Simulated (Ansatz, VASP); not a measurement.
## Pt in VASP and in Ansatz

Contents of INCAR:

```
SYSTEM = Pt
ALGO     = Fast           ! electronic algorithm
EDIFF    = 1E-6           ! SCF threshold, eV
ENCUT    = 520            ! plane-wave cutoff, eV
GGA      = PS             ! functional
ISIF     = 2              ! what is computed and relaxed
ISMEAR   = 0              ! smearing method
LASPH    = .TRUE.         ! aspherical terms in the spheres
LCHARG   = .FALSE.        ! write CHGCAR
LREAL    = .FALSE.        ! projectors in reciprocal space
LWAVE    = .FALSE.        ! write WAVECAR
NBANDS   = 11             ! bands
NELM     = 100            ! most SCF steps
PREC     = Accurate       ! precision mode
SIGMA    = 0.15           ! smearing width, eV
```

KPOINTS

```
k-points
0
G
  22 22 22
  0 0 0
```

Contents of POSCAR:

```
Pt
1.0
   -1.5604567000      1.5604567000      1.5842200000
    1.5604567000     -1.5604567000      1.5842200000
    1.5604567000      1.5604567000     -1.5842200000
Pt
1
Direct
    0.0000000000      0.0000000000      0.0000000000
```

Input for Ansatz:

```yaml
crystal:
  lattice:
    - [-1.5604567, 1.5604567, 1.58422]
    - [1.5604567, -1.5604567, 1.58422]
    - [1.5604567, 1.5604567, -1.58422]
  atoms:
    - { symbol: Pt, position: [0.0, 0.0, 0.0] }
basis:
  ecutwfc: 420
kpoints:
  mp_grid: { grid: [22, 22, 22] }
hamiltonian:
  xc: pbesol
scf:
  occupations: { method: gaussian, width: 0.15 }
output:
  forces: true
  stress: true
  eigenvalues: true
```

Change from the starting cell: strain -0.015 along x and y, +0.000 along z, atoms carried along.

Alike in both runs: task single point; functional PBEsol; k mesh 22 × 22 × 22; occupations gaussian, width 0.15 eV; no spin polarisation.

|  | VASP | Ansatz |
| --- | --- | --- |
| version | VASP 6.6.1 | Ansatz 0.2.0 |
| potentials or method | VASP PAW PBE potentials, release 64 (Pt) | scalar-relativistic, plane waves, PAW |
| plane-wave cutoff (eV) | 520 | 420 |
| valence electrons in the cell | 10 | 18 |

```tsv
	VASP	Ansatz	Ansatz less VASP
gap on the k mesh at the Fermi level (eV)	none	none	-
pressure (GPa)	-4.2	-3.8	+0.37
largest component of the traceless stress (GPa)	1.06	1.06	-0.001
```

A gap of «none» marks a metal or a gap that the smearing closes. The functional is the same, so the differences come from potentials, cutoffs and numerics. The two sets of potentials don't hold the same shells in valence.

Caveats: the PAW data sets were made with another functional, which shifts forces and pressure a little (VASP). Spin-orbit coupling is left out, which matters for the levels of Pt.
